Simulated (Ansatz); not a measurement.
AlN: the gap under strain

AlN, P6_3mc, a = 3.107 Å, c = 4.979 Å. Ansatz: r2SCAN, PAW, 500 eV, Γ-centred 12×12×6 mesh on 4 atoms, Gaussian smearing 0.02 eV; no spin polarisation. Series: equal strain along all axes, cell held, atoms relaxed; x is the strain in per cent. The gap is sought over the whole zone.

| x (%) | gap y (eV) |
| --- | --- |
| -4.5 | ? |
| -3.0 | 5.737 |
| -1.5 | 5.299 |
| 0.0 | 4.880 |
| 1.5 | 4.478 |
| 3.0 | 4.092 |
| 4.5 | 3.723 |

Task: Fit y = E0 + c1 x + c2 x² to the other rows, give the deformation potential for this strain, and predict the missing gap.

Result: Least squares on the rows shown. y = 4.8801 − 0.27412 x + 0.0037857 x². The deformation potential is 100 c1 = -27.41 eV per unit strain of each axis, or a third of that, -9.14 eV, as the usual dE_g/d ln V. At x = -4.5 the fit asked for gives 6.190 eV. The run gave 5.781 eV, so the fit is 0.409 eV too high, 20 % of the span of the series, against an rms of 0.0005 eV on the fitted rows. The row lies outside the fitted range. With a term in x³ added, a fit to the same known rows predicts 6.193 eV, no real gain. The records add, with no proof that it causes the miss: a band edge sits at another point of the zone than in the run one row down.

Semilocal functionals give gaps under the measured ones; changes of the gap mostly carry over better.